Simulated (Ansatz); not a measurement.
System: SiO2 (Stishovite).

It takes space group P4_2/mnm (No. 136, tetragonal). The conventional cell has a = 4.177 Å, b = 4.177 Å, c = 2.665 Å, α = 90.00°, β = 90.00°, γ = 90.00°. Si has 6 O at 1.76 to 1.81 Å nearest. Nearest to O lie 3 Si at 1.76 to 1.81 Å. Farther neighbours and most contacts between anions are not listed.

```
Si O
1.0
     4.17730    0.00000    0.00000
     0.00000    4.17730    0.00000
     0.00000    0.00000    2.66520
Si O
2 4
Direct
  0.00000 0.00000 0.00000
  0.50000 0.50000 0.50000
  0.30590 0.30590 0.00000
  0.19410 0.80590 0.50000
  0.69410 0.69410 0.00000
  0.80590 0.19410 0.50000
```

The cell and positions come from the Crystallography Open Database and are kept as given unless a step says otherwise. PAW set soft_2, made with PBE.

Gaps computed with Ansatz 0.2.0 without a self-energy: LDA 5.62 eV, PBE 5.64 eV, r2SCAN 6.60 eV, PBE0 8.52 eV and DDH-PBE0 9.01 eV. The mean ε∞ by PBE perturbation theory is 3.43.

**Question.** What gap should G0W0 on PBE give (4×4×6 mesh, 368 empty bands, screening to 230 eV, default PAW files)?

About 8.61 eV: on its mesh the run moves the gap from 5.64 eV by +2.97 eV. Among the scalar-relativistic levels given, PBE0 is nearest (−0.09 eV). One-shot corrections scale roughly with one over ε∞, here 0.29. Bands and cutoff are finite, so the gap is not at the basis limit. The miss can reach some tenths of an eV and take either sign; the mesh is an error of its own. The 4×4×6 mesh is coarse for this cell (its supercell is 16 Å along the shortest edge). The RPA ε∞ on it, from the PBE start, is 3.22 and 3.38; such meshes misread the long-range screening, most where the gap is narrow.

[Paths, hosts, dates, memory and timing lines, banners, echoed tables and standing remarks are left out of the program output.]

[Logs are printed without paths, hosts, clocks, repeated set-up lines and the standing remarks that a program may print on its own settings, such as how far it seeks lower states.]

[Runs of the session that timed out or met a known fault of the program may be left out.]

[Cells called generated may have been cut or substituted from an entry of the Crystallography Open Database or the Materials Project.]

[Hosts, paths, dates, database ids (printed as entryN), source tags and the programs' standing remarks are cut or masked in the printed files.]
